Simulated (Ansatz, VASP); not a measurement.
# Sr in VASP and in Ansatz

INCAR

```
PREC     = Accurate       # precision mode
ENCUT    = 520            # plane-wave cutoff, eV
EDIFF    = 1E-7           # SCF threshold, eV
ISMEAR   = -1             # smearing method
SIGMA    = 0.08           # smearing width, eV
LREAL    = False          # projectors in reciprocal space
LASPH    = True           # aspherical terms in the spheres
NELM     = 100            # most SCF steps
ALGO     = Normal         # electronic algorithm
ISIF     = 2              # what is computed and relaxed
LWAVE    = False          # write WAVECAR
LCHARG   = False          # write CHGCAR
GGA      = PE             # functional
NBANDS   = 17             # bands
```

The input KPOINTS:

```
Automatic mesh
0
Gamma
  11 11 11
```

Contents of POSCAR:

```
Sr
1.0
    0.0000000000      4.8409721931      4.8409721931
    4.8409721931      0.0000000000      4.8409721931
    4.8409721931      4.8409721931      0.0000000000
Sr
2
Direct
    0.0000000000      0.0000000000      0.0000000000
    0.2500000000      0.2500000000      0.2500000000
```

Input for Ansatz:

```yaml
crystal:
  lattice:
    - [0.0, 4.8409721931, 4.8409721931]
    - [4.8409721931, 0.0, 4.8409721931]
    - [4.8409721931, 4.8409721931, 0.0]
  atoms:
    - { symbol: Sr, position: [0.0, 0.0, 0.0] }
    - { symbol: Sr, position: [0.25, 0.25, 0.25] }
kpoints:
  mp_grid: { grid: [11, 11, 11] }
scf:
  occupations: { method: fermi_dirac, width: 0.08 }
hamiltonian:
  xc: pbe
  pseudopotentials: { kind: all_electron, lapw: { basis_error: 0.00025 } }
output:
  forces: true
  stress: true
  eigenvalues: true
```

Change from the starting cell: volume scaled by 1.02.

Alike in both runs: task single point; functional PBE; k mesh 11 × 11 × 11; occupations fermi-dirac, width 0.08 eV; no spin polarisation.

|  | VASP | Ansatz |
| --- | --- | --- |
| version | VASP 6.6.1 | Ansatz 0.2.0 |
| potentials or method | VASP PAW PBE potentials, release 64 (Sr_sv) | all-electron LAPW, scalar-relativistic |
| plane-wave cutoff (eV) | 520 | see its input |

```tsv
	VASP	Ansatz	Ansatz less VASP
pressure (GPa)	0.0	0.0	0.00
```

Ansatz ran all-electron here, so the differences hold the error of VASP's frozen core and of both bases.
